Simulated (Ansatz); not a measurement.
In:

```xyz
2
Lattice="3.3355 0.0000 0.0000 -1.6677 2.8886 0.0000 0.0000 0.0000 5.5091" Properties=species:S:1:pos:R:3 pbc="T T T"
In    1.6677    0.9629    4.1319
In    0.0000    1.9257    1.3773
```

This isn't the form of In at room conditions, which is tetragonal.

Base run:

* Program: Ansatz 0.2.0
* Functional: LDA
* Potentials or basis: all-electron LAPW, scalar-relativistic
* Cutoff: 168 eV (chosen from the basis error)
* Basis error allowed: 0.001 eV/atom
* k mesh: 9 × 9 × 5
* Occupations: fermi-dirac, width 0.05 eV
* Spin: no spin polarisation

Its results: pressure -2.9 GPa.

Question: The run is repeated on the same cell with these changes: functional from LDA to PBEsol. What comes out?

Answer: Pressure -1.4 GPa.

PBEsol binds less tightly than LDA, so the same cell stands under more pressure.
